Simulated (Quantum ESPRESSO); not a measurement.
TaN:

```
Ta N
1.0
     2.93800    0.00000    0.00000
    -1.46900    2.54438    0.00000
     0.00000    0.00000    2.88300
Ta N
1 1
Direct
  0.00000 0.00000 0.50000
  0.66667 0.33333 0.00000
```

Base run:

* Program: Quantum ESPRESSO 7.5
* Functional: PBEsol
* Potentials or basis: GBRV 1.5 PBEsol
* Cutoff: 762 eV
* Density cutoff: 6095 eV
* k mesh: 10 × 10 × 9
* Occupations: fermi-dirac, width 0.05 eV
* Spin: no spin polarisation
* Hubbard terms: Ta d U = 1 eV

Its results: band gap on the k mesh none (metal or under the smearing width); pressure -3.9 GPa.

After a change of settings the same cell gave: band gap on the k mesh none (metal or under the smearing width); pressure 0.3 GPa. Which change was it?
A. hubbard terms from Ta d U = 1 eV to none
B. hubbard terms from Ta d U = 1 eV to Ta d U = 2 eV
C. hubbard terms from Ta d U = 1 eV to Ta d U = 5 eV

C.

Caveats: U without spin polarisation on a metal has little footing.
